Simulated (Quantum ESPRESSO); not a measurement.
# PbS (Cmcm) in Quantum ESPRESSO: relaxation of cell and atoms with AM05+D4

Aim: the relaxation of cell and atoms of PbS with AM05+D4.

Everything below comes from runs of Quantum ESPRESSO 7.5. Logs are shortened: lines on timing, memory, paths and dates and some standing lists are left out, and cuts for length are marked.

**1. The structure**

The structure is orthorhombic, space group Cmcm (No. 63). Conventional cell: a = 4.160 Å, b = 11.983 Å, c = 4.279 Å, α = 90.00°, β = 90.00°, γ = 90.00°. Pb (site symmetry m2m) has 5 S at 2.69 to 2.99 Å as nearest neighbours. S (site symmetry m2m) has 5 Pb at 2.69 to 2.99 Å as nearest neighbours.

Measurements of this composition are mostly on another form, of space group No. 225.

**2. Relaxation of cell and atoms, AM05+D4**

The input, run.py:

```python
import numpy as np
from ase.calculators.espresso import Espresso, EspressoProfile
import spglib
from ase import Atoms
from ase.io import read

atoms = read('PbS.cif')
cell, pos, num = spglib.standardize_cell((atoms.cell[:], atoms.get_scaled_positions(), atoms.numbers), to_primitive=True, symprec=1e-4)
atoms = Atoms(numbers=num, cell=cell, scaled_positions=pos, pbc=True)

input_data = {
    'control': {'calculation': 'scf', 'prefix': 'pwscf', 'outdir': './tmp', 'tprnfor': True, 'tstress': True, 'disk_io': 'low'},
    'system': {'ecutwfc': 56.0, 'nbnd': 28, 'input_dft': 'XC-000I-000I-120L-135L-000I-000I', 'occupations': 'smearing', 'smearing': 'fd', 'degauss': 0.00367493},
    'electrons': {'conv_thr': 8e-10, 'electron_maxstep': 120, 'mixing_beta': 0.5},
}
pseudopotentials = {'Pb': 'Pb.upf', 'S': 'S.upf'}
profile = EspressoProfile(command='pw.x', pseudo_dir='pseudo')
dft = Espresso(profile=profile, input_data=input_data, pseudopotentials=pseudopotentials, kpts=(6, 6, 5), koffset=(0, 0, 0))
from ase.calculators.mixing import SumCalculator
from dftd4.ase import DFTD4
d4 = DFTD4(method='am05')
atoms.calc = SumCalculator([dft, d4])

from ase.optimize import LBFGS
from ase.filters import FrechetCellFilter
done = LBFGS(FrechetCellFilter(atoms), trajectory='opt.traj').run(fmax=0.02, steps=30)
print('converged', done)
print('cell (A)', np.round(atoms.cell.cellpar(), 5))
print(f'energy {atoms.get_potential_energy():.8f} eV')
print('forces (eV/A)')
print(np.round(atoms.get_forces(), 6))
print('stress (eV/A^3, Voigt)')
print(np.round(atoms.get_stress(), 8))
print(f'Fermi level {dft.get_fermi_level():.4f} eV')
print(f'D4 part {d4.get_potential_energy(atoms):.8f} eV')
atoms.write('final.traj')
```

The input, PbS.cif:

```cif
data_PbS
_cell_length_a 4.15990539
_cell_length_b 11.98259373
_cell_length_c 4.27932094
_cell_angle_alpha 90.00000000
_cell_angle_beta 90.00000000
_cell_angle_gamma 90.00000000
_space_group_name_H-M_alt 'Cmcm'
_space_group_name_Hall '-C 2c 2'
_space_group_IT_number 63
loop_
_space_group_symop_operation_xyz
'x,y,z'
'-x,-y,-z'
'-x,-y,z+1/2'
'x,y,-z+1/2'
'x,-y,-z'
'-x,y,z'
'-x,y,-z+1/2'
'x,-y,z+1/2'
'x+1/2,y+1/2,z'
'-x+1/2,-y+1/2,-z'
'-x+1/2,-y+1/2,z+1/2'
'x+1/2,y+1/2,-z+1/2'
'x+1/2,-y+1/2,-z'
'-x+1/2,y+1/2,z'
'-x+1/2,y+1/2,-z+1/2'
'x+1/2,-y+1/2,z+1/2'
loop_
_atom_site_label
_atom_site_type_symbol
_atom_site_symmetry_multiplicity
_atom_site_Wyckoff_symbol
_atom_site_fract_x
_atom_site_fract_y
_atom_site_fract_z
_atom_site_occupancy
Pb1 Pb 4 c 0.0000000000 0.8694366500 0.2500000000 1
S1 S 4 c 0.0000000000 0.6452029100 0.2500000000 1
```

Potentials or basis: PseudoDojo 0.4.1 SR PBE standard.

Started as:

```console
$ OMP_NUM_THREADS=1 python run.py
```

Standard output:

```text
Step          Energy          fmax
LBFGS:    0    -4418.415767        0.422528
LBFGS:    1    -4418.421752        0.389364
LBFGS:    2    -4418.450281        0.231579
LBFGS:    3    -4418.452348        0.187783
LBFGS:    4    -4418.457593        0.140228
LBFGS:    5    -4418.460454        0.199122
LBFGS:    6    -4418.461826        0.205223
LBFGS:    7    -4418.463159        0.187967
LBFGS:    8    -4418.465899        0.144502
LBFGS:    9    -4418.468980        0.140806
LBFGS:   10    -4418.471143        0.082553
LBFGS:   11    -4418.471701        0.033349
LBFGS:   12    -4418.471778        0.025172
LBFGS:   13    -4418.471862        0.027495
LBFGS:   14    -4418.472039        0.035032
LBFGS:   15    -4418.472293        0.035347
LBFGS:   16    -4418.472516        0.023262
LBFGS:   17    -4418.472590        0.009293
converged True
cell (A) [  6.0948    6.0948    4.22636  90.       90.      140.88098]
energy -4418.47259043 eV
forces (eV/A)
[[ 0.       -0.001653  0.      ]
 [-0.        0.001653  0.      ]
 [ 0.        0.005696 -0.      ]
 [-0.       -0.005696  0.      ]]
stress (eV/A^3, Voigt)
[ 0.00037528  0.00027993  0.00013811 -0.         -0.         -0.        ]
Fermi level 9.3685 eV
D4 part -0.91898202 eV
```

espresso.pwi:

```text
&CONTROL
   calculation      = 'scf'
   tstress          = .true.
   tprnfor          = .true.
   outdir           = './tmp'
   prefix           = 'pwscf'
   disk_io          = 'low'
   pseudo_dir       = 'pseudo'
/
&SYSTEM
   nbnd             = 28
   ecutwfc          = 56.0
   occupations      = 'smearing'
   degauss          = 0.00367493
   smearing         = 'fd'
   input_dft        = 'XC-000I-000I-120L-135L-000I-000I'
   ntyp             = 2
   nat              = 4
   ibrav            = 0
/
&ELECTRONS
   electron_maxstep = 120
   conv_thr         = 8e-10
   mixing_beta      = 0.5
/
&IONS
/
&CELL
/
&FCP
/
&RISM
/
ATOMIC_SPECIES
Pb 207.2 Pb.upf
S 32.06 S.upf

K_POINTS automatic
6 6 5  0 0 0

CELL_PARAMETERS angstrom
2.04045182810285 -5.74309457198240 0.00000000000005
2.04045182810285 5.74309457198240 -0.00000000000005
0.00000000000000 -0.00000000000006 4.22635861156493

ATOMIC_POSITIONS angstrom
Pb 2.0404518281 4.2900475324 1.0565896529  
Pb 2.0404518281 -4.2900475324 3.1697689587  
S 2.0404518281 1.6016302407 1.0565896529  
S 2.0404518281 -1.6016302407 3.1697689587
```

espresso.pwo:

```text
This program is part of the open-source Quantum ESPRESSO suite
     for quantum simulation of materials; please cite
         "P. Giannozzi et al., J. Phys.:Condens. Matter 21 395502 (2009);
         "P. Giannozzi et al., J. Phys.:Condens. Matter 29 465901 (2017);
         "P. Giannozzi et al., J. Chem. Phys. 152 154105 (2020);
     in publications or presentations arising from this work. More details at

Warning: card &CELL ignored
Warning: card &FCP ignored
Warning: card &RISM ignored

     IMPORTANT: XC functional enforced from input :
     Exchange-correlation= XC-000I-000I-120L-135L-000I-000I
                           (   0   0 120 135   0   0   0)
     Any further DFT definition will be discarded
     Please, verify this is what you really want

     Message from routine setup:
     using ibrav=0 with symmetry is DISCOURAGED, use correct ibrav instead

     G-vector sticks info
     --------------------
     sticks:   dense  smooth     PW     G-vecs:    dense   smooth      PW
     Sum        1501    1501    475                37823    37823    6615

     Using Slab Decomposition

     bravais-lattice index     =            0
     lattice parameter (alat)  =      11.5175  a.u.
     unit-cell volume          =     668.4443 (a.u.)^3
     number of atoms/cell      =            4
     number of atomic types    =            2
     number of electrons       =        40.00
     number of Kohn-Sham states=           28
     kinetic-energy cutoff     =      56.0000  Ry
     charge density cutoff     =     224.0000  Ry
     scf convergence threshold =      8.0E-10
     mixing beta               =       0.5000
     number of iterations used =            8  plain     mixing
     Exchange-correlation= XC-000I-000I-120L-135L-000I-000I
                           (   0   0 120 135   0   0   0)

     celldm(1)=  11.517502  celldm(2)=   0.000000  celldm(3)=   0.000000
     celldm(4)=   0.000000  celldm(5)=   0.000000  celldm(6)=   0.000000

     crystal axes: (cart. coord. in units of alat)
               a(1) = (   0.334786  -0.942294   0.000000 )
               a(2) = (   0.334786   0.942294  -0.000000 )
               a(3) = (   0.000000  -0.000000   0.693437 )

     reciprocal axes: (cart. coord. in units 2 pi/alat)
               b(1) = (  1.493493 -0.530620 -0.000000 )
               b(2) = (  1.493493  0.530620  0.000000 )
               b(3) = ( -0.000000  0.000000  1.442092 )

     PseudoPot. # 1 for Pb read from file:
     Pb.upf
     Pseudo is Norm-conserving + core correction, Zval = 14.0
     Generated using ONCVPSP code by D. R. Hamann
     Using radial grid of 1678 points,  6 beta functions with:
                l(1) =   0
                l(2) =   0
                l(3) =   1
                l(4) =   1
                l(5) =   2
                l(6) =   2

     PseudoPot. # 2 for S  read from file:
     S.upf
     Pseudo is Norm-conserving + core correction, Zval =  6.0
     Generated using ONCVPSP code by D. R. Hamann
     Using radial grid of 1146 points,  6 beta functions with:
                l(1) =   0
                l(2) =   0
                l(3) =   1
                l(4) =   1
                l(5) =   2
                l(6) =   2

     atomic species   valence    mass     pseudopotential
     Pb               14.00   207.20000     Pb( 1.00)
     S                 6.00    32.06000     S ( 1.00)

      8 Sym. Ops., with inversion, found ( 4 have fractional translation)

   Cartesian axes

     site n.     atom                  positions (alat units)
         1        Pb     tau(   1) = (   0.3347857   0.7038866   0.1733592  )
         2        Pb     tau(   2) = (   0.3347857  -0.7038866   0.5200777  )
         3        S      tau(   3) = (   0.3347857   0.2627864   0.1733592  )
         4        S      tau(   4) = (   0.3347857  -0.2627864   0.5200777  )

     number of k points=    39  Fermi-Dirac smearing, width (Ry)=  0.0037
                       cart. coord. in units 2pi/alat
        k(    1) = (   0.0000000   0.0000000   0.0000000), wk =   0.0111111
        k(    2) = (  -0.0000000   0.0000000   0.2884185), wk =   0.0222222
        k(    3) = (  -0.0000000   0.0000000   0.5768369), wk =   0.0222222
        k(    4) = (   0.2489154   0.0884366   0.0000000), wk =   0.0444444
        k(    5) = (   0.2489154   0.0884366   0.2884185), wk =   0.0888889
        k(    6) = (   0.2489154   0.0884366   0.5768369), wk =   0.0888889
[... 31 lines left out ...]
        k(   38) = (  -1.4934926   0.0000000   0.2884185), wk =   0.0222222
        k(   39) = (  -1.4934926   0.0000000   0.5768369), wk =   0.0222222

     Dense  grid:    37823 G-vectors     FFT dimensions: (  60,  60,  40)

     WARNING: libxc functional with ID  120 depends
      on external parameters: check the user_guide of
      QE if you need to modify them or to check their
      default values.

     WARNING: libxc functional with ID  135 depends
      on external parameters: check the user_guide of
      QE if you need to modify them or to check their
      default values.

     Initial potential from superposition of free atoms

     starting charge      39.9956, renormalised to      40.0000
     Starting wfcs are   26 randomized atomic wfcs +    2 random wfcs

     Self-consistent Calculation

     iteration #  1     ecut=    56.00 Ry     beta= 0.50
     Davidson diagonalization with overlap
     ethr =  1.00E-02,  avg # of iterations =  4.5

     Threshold (ethr) on eigenvalues was too large:
     Diagonalizing with lowered threshold

     Davidson diagonalization with overlap
     ethr =  5.26E-04,  avg # of iterations =  1.8

     total energy              =    -324.62274919 Ry
     estimated scf accuracy    <       0.20350881 Ry

     iteration #  2     ecut=    56.00 Ry     beta= 0.50
     Davidson diagonalization with overlap
     ethr =  5.09E-04,  avg # of iterations =  2.0
[... 50 lines left out ...]
     total energy              =    -324.68422997 Ry
     estimated scf accuracy    <          7.0E-09 Ry

     iteration # 10     ecut=    56.00 Ry     beta= 0.50
     Davidson diagonalization with overlap
     ethr =  1.67E-11,  avg # of iterations =  2.0

     End of self-consistent calculation

          k = 0.0000 0.0000 0.0000 (  4731 PWs)   bands (ev):

    -7.6399  -7.5148  -7.5000  -7.4646  -7.4279  -7.4157  -7.4140  -7.4137
    -7.4088  -7.3358  -4.6159  -2.5445   2.0144   2.8581   4.0866   5.4772
     6.2739   6.8152   7.1256   8.1013  13.3008  13.3337  13.7680  14.3291
    14.8259  14.9177  15.0520  15.8589

          k =-0.0000 0.0000 0.2884 (  4725 PWs)   bands (ev):

    -7.6090  -7.5080  -7.5030  -7.4499  -7.4441  -7.4425  -7.4195  -7.3928
    -7.3917  -7.3561  -4.3716  -2.5729   1.3261   2.2950   4.3311   6.1723
     6.5745   7.0828   7.6476   7.8865  12.4302  12.7371  12.8796  13.5642
    13.6893  14.0887  14.9965  16.8632
[... 148 lines left out ...]
          k =-0.2489-0.2653 0.5768 (  4719 PWs)   bands (ev):

    -7.5638  -7.5356  -7.4852  -7.4704  -7.4336  -7.4170  -7.4059  -7.4048
    -7.4019  -7.3832  -3.4415  -2.8577   0.6061   1.1327   5.5674   6.2261
     6.3912   7.1537   7.6416   8.2697  11.1335  11.3974  12.4494  12.8786
    13.1056  13.8459  16.8762  17.5635

          k = 0.0000-0.1769-0.0000 (  4728 PWs)   bands (ev):

    -7.6333  -7.5058  -7.5035  -7.4558  -7.4346  -7.4322  -7.4245  -7.4049
    -7.3900  -7.3456  -4.5427  -2.6889   1.6543   3.0411   4.6522   5.5617
     6.1033   6.9998   7.0136   8.1402  12.7566  13.1750  13.8605  13.8607
    14.6927  14.9558  15.1926  15.4954

          k = 0.0000-0.1769 0.2884 (  4731 PWs)   bands (ev):

    -7.6052  -7.5137  -7.4904  -7.4514  -7.4448  -7.4298  -7.4228  -7.4085
    -7.3809  -7.3639  -4.3035  -2.6809   1.0955   2.2875   4.8317   6.3289
     6.4162   7.2427   7.5421   8.0161  11.9750  12.7941  12.8775  13.2848
    13.7165  14.0516  14.9532  16.6133

          k = 0.0000-0.1769 0.5768 (  4728 PWs)   bands (ev):

    -7.5562  -7.5270  -7.4670  -7.4592  -7.4580  -7.4264  -7.4130  -7.3997
    -7.3930  -7.3820  -3.6563  -2.9384   0.5846   1.1354   5.5506   6.4967
     7.1762   7.6089   8.1193   8.7358  10.4770  11.2853  11.5408  11.9995
    13.2377  13.5148  17.0860  18.4137

          k = 0.9957 0.0000 0.0000 (  4731 PWs)   bands (ev):

    -7.5467  -7.5030  -7.4909  -7.4625  -7.4456  -7.4364  -7.4346  -7.4100
    -7.3807  -7.3642  -3.6070  -3.0043   0.0531   1.9354   6.2911   6.8367
     7.2117   7.2219   7.8896   8.3472  10.2177  10.8357  10.9304  12.0527
    13.0528  14.5069  16.1262  17.5497
[... 71 lines left out ...]
          k =-1.4935 0.0000 0.5768 (  4716 PWs)   bands (ev):

    -7.5641  -7.5354  -7.4477  -7.4370  -7.4304  -7.4271  -7.4204  -7.4083
    -7.3998  -7.3955  -3.4647  -3.0342   0.1712   0.7466   6.9718   7.3385
     7.3877   7.6512   8.0164   8.8125   9.8886  10.5692  11.8926  12.4122
    12.4796  12.7841  17.0493  17.2275

     the Fermi energy is     9.3685 ev

!    total energy              =    -324.68422997 Ry
     estimated scf accuracy    <          1.8E-10 Ry
     smearing contrib. (-TS)   =      -0.00000011 Ry
     internal energy E=F+TS    =    -324.68422986 Ry

     The total energy is F=E-TS. E is the sum of the following terms:
     one-electron contribution =     -66.52589390 Ry
     hartree contribution      =      59.11060151 Ry
     xc contribution           =     -91.50813638 Ry
     ewald contribution        =    -225.76080109 Ry

     convergence has been achieved in  10 iterations

     Forces acting on atoms (cartesian axes, Ry/au):

     atom    1 type  1   force =     0.00000000   -0.00001794   -0.00000000
     atom    2 type  1   force =    -0.00000000    0.00001794    0.00000000
     atom    3 type  2   force =    -0.00000000    0.00027802    0.00000000
     atom    4 type  2   force =     0.00000000   -0.00027802   -0.00000000

     Total force =     0.000394     Total SCF correction =     0.000082
     SCF correction compared to forces is large: reduce conv_thr to get better values

     Computing stress (Cartesian axis) and pressure

          total   stress  (Ry/bohr**3)                   (kbar)     P=       13.38
   0.00008851  -0.00000000  -0.00000000           13.02       -0.00       -0.00
   0.00000000   0.00009191   0.00000000            0.00       13.52        0.00
   0.00000000   0.00000000   0.00009237            0.00        0.00       13.59

=------------------------------------------------------------------------------=
   JOB DONE.
=------------------------------------------------------------------------------=
```

Wall time 17 min (1 thread of Intel Xeon 6985P-C at 2.30GHz (Granite Rapids), shared host); peak memory 0.17 GiB.

Results:

```yaml
Free_energy: -4418.4730 eV
Relaxed_volume: 24.76 Å³/atom
Relaxed_cell: a = 6.095 Å, b = 6.095 Å, c = 4.226 Å, α = 90.00°, β = 90.00°, γ = 140.88°
Space_group_after_relaxing_to_0.05_Å: Cmcm (No. 63)
Energy_gained_by_relaxing: 14.2 meV/atom
Ionic_steps: 18
Pressure_after_relaxing: 0.0 GPa
Largest_force_after_relaxing: 0.006 eV/Å
Band_gap_on_the_k_mesh: 1.07 eV, indirect (least direct gap 1.08 eV)
Dispersion_energy_per_atom: -0.230 eV
```

Forces on the atoms (eV/Å):
```
Pb   0.000 -0.002  0.000
Pb   0.000  0.002  0.000
S    0.000  0.006  0.000
S    0.000 -0.006  0.000
```

Step by step:
| step | energy change (eV) | largest force (eV/Å) | pressure (GPa) | volume (Å³) |
| --- | --- | --- | --- | --- |
| 1 | 0.0000 | 0.0581 | -2.26 | 106.65 |
| 2 | -0.0060 | 0.0404 | -2.07 | 106.23 |
| 3 | -0.0345 | 0.2346 | 0.22 | 101.73 |
| 4 | -0.0366 | 0.1901 | -0.02 | 101.99 |
| 5 | -0.0418 | 0.0744 | -0.38 | 101.96 |
| 6 | -0.0447 | 0.0105 | -0.35 | 101.34 |
| 7 | -0.0461 | 0.0315 | -0.18 | 100.69 |
| 8 | -0.0474 | 0.0384 | -0.01 | 100.12 |
| 9 | -0.0501 | 0.0354 | 0.26 | 99.18 |
| 10 | -0.0532 | 0.0208 | 0.41 | 98.50 |
| 11 | -0.0554 | 0.0184 | 0.28 | 98.54 |
| 12 | -0.0559 | 0.0291 | 0.08 | 98.93 |
| 13 | -0.0560 | 0.0262 | 0.01 | 99.06 |
| 14 | -0.0561 | 0.0214 | -0.05 | 99.16 |
| 15 | -0.0563 | 0.0230 | -0.12 | 99.27 |
| 16 | -0.0565 | 0.0216 | -0.16 | 99.31 |
| 17 | -0.0567 | 0.0117 | -0.12 | 99.21 |
| 18 | -0.0568 | 0.0057 | -0.04 | 99.05 |

Final structure:
```yaml
crystal:
  lattice:
    - [2.04045, -5.74309, 0.00000]
    - [2.04045, 5.74309, 0.00000]
    - [0.00000, 0.00000, 4.22636]
  atoms:
    - { symbol: Pb, position: [0.12650, 0.87350, 0.25000] }
    - { symbol: Pb, position: [0.87350, 0.12650, 0.75000] }
    - { symbol: S, position: [0.36056, 0.63944, 0.25000] }
    - { symbol: S, position: [0.63944, 0.36056, 0.75000] }
```

Levels at points of the mesh, in eV from the valence-band top:
```tsv
k point	band 16	band 17	band 18	band 19	band 20	band 21	band 22	band 23	band 24	band 25
(0.00, 0.00, 0.00)	-3.34	-2.55	-2.01	-1.70	-0.72	4.48	4.51	4.95	5.51	6.01
(0.00, -0.50, 0.00)	-2.26	-1.60	-1.32	-0.48	-0.38	1.63	1.68	1.84	2.87	3.08
(-0.50, -0.50, 0.00)	-2.85	-2.29	-1.78	-1.49	-0.72	1.09	4.39	4.61	4.63	5.69
```

Caveat: the potentials were made for another functional, which shifts forces and pressure; spin-orbit coupling is left out, which as a rule narrows the gap of such compounds by several tenths of an eV; an odd mesh through Γ misses points on the zone boundary, where band edges often lie.
